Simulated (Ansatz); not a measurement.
# C3H9N: the cost of one run

Computed with Ansatz 0.2.0 (the levels named in each step, unless a step's input says otherwise).

**1. The starting structure**

Bond lengths: C1–C2 1.523 Å, C2–C3 1.527 Å, C3–N4 1.455 Å, C1–H5 1.087 Å, C1–H6 1.088 Å, C1–H7 1.088 Å, C2–H8 1.093 Å, C2–H9 1.091 Å, C3–H10 1.105 Å, C3–H11 1.094 Å, N4–H12 1.014 Å, N4–H13 1.015 Å. Angles (14 of 21 angles, heavy atoms first): C1–C2–C3 111.9°, C2–C3–N4 110.0°, C1–C2–H8 109.5°, C1–C2–H9 110.1°, C3–C2–H8 109.1°, C3–C2–H9 108.3°, C2–C1–H5 110.5°, C2–C1–H6 110.6°, C2–C1–H7 110.6°, C2–C3–H10 109.1°, C2–C3–H11 109.3°, N4–C3–H10 113.2°, N4–C3–H11 107.4°, C3–N4–H12 110.4°.

Structure file:

```xyz
13

C    -1.8841   -0.0134   -0.4979
C    -0.4946   -0.5593   -0.1970
C     0.4749    0.5457    0.2162
N     1.8093   -0.0051    0.3997
H    -2.5545   -0.8187   -0.7879
H    -1.8432    0.7096   -1.3092
H    -2.3000    0.4802    0.3781
H    -0.5587   -1.2980    0.6058
H    -0.0895   -1.0601   -1.0774
H     0.0847    1.0508    1.1179
H     0.5363    1.2909   -0.5825
H     2.4628    0.7273    0.6551
H     1.8050   -0.6894    1.1496
```

**2. A rough first relaxation, PBE-D4/def2-SVP**

This run stands in another session on the same molecule. It ended at:

```xyz
13

C    -1.8986   -0.0168   -0.4963
C    -0.4947   -0.5505   -0.2086
C     0.4966    0.5355    0.2157
N     1.8345   -0.0207    0.4035
H    -2.5933   -0.8295   -0.7904
H    -1.8866    0.7256   -1.3225
H    -2.3337    0.4874    0.3927
H    -0.5457   -1.3232    0.5932
H    -0.0788   -1.0678   -1.1000
H     0.0758    1.0695    1.1108
H     0.5517    1.3032   -0.5893
H     2.4947    0.7225    0.6635
H     1.8264   -0.6746    1.1983
```

**3. Relaxation, r2SCAN-D4/def2-TZVPP**

The input, input.yaml:

```yaml
crystal:
  periodic: [false, false, false]
  atoms:
    - { symbol: C, position_ang: [-1.89859073, -0.01679028, -0.49631728] }
    - { symbol: C, position_ang: [-0.49472908, -0.55048686, -0.20859207] }
    - { symbol: C, position_ang: [0.49662674, 0.5354696, 0.2157107] }
    - { symbol: "N", position_ang: [1.83449224, -0.02067683, 0.40345551] }
    - { symbol: H, position_ang: [-2.59326559, -0.82946187, -0.79043225] }
    - { symbol: H, position_ang: [-1.88660847, 0.72558627, -1.32245717] }
    - { symbol: H, position_ang: [-2.33373978, 0.48741335, 0.39269349] }
    - { symbol: H, position_ang: [-0.54567972, -1.32316677, 0.59317459] }
    - { symbol: H, position_ang: [-0.07882265, -1.06780824, -1.10000415] }
    - { symbol: H, position_ang: [0.07584902, 1.06953646, 1.11083784] }
    - { symbol: H, position_ang: [0.55168069, 1.30317875, -0.58933314] }
    - { symbol: H, position_ang: [2.49466246, 0.72247915, 0.66352316] }
    - { symbol: H, position_ang: [1.82643487, -0.67455274, 1.19828077] }
basis:
  gaussian: { orbitals: def2-TZVPP }
hamiltonian:
  xc: r2scan
  dispersion: d4
relax:
  f_tol: 0.004
  max_steps: 150
```

Started as:

```console
$ ansatz run input.yaml --threads 4 --pin off --max-ram 10240MiB --backend cpu --events-out ev --progress --plain --runs-dir out
```

**Question.** How long does this run take on 4 threads of Arm Neoverse N1, shared host, and how much memory does it need?

About 41 s, with a peak of 0.31 GiB.
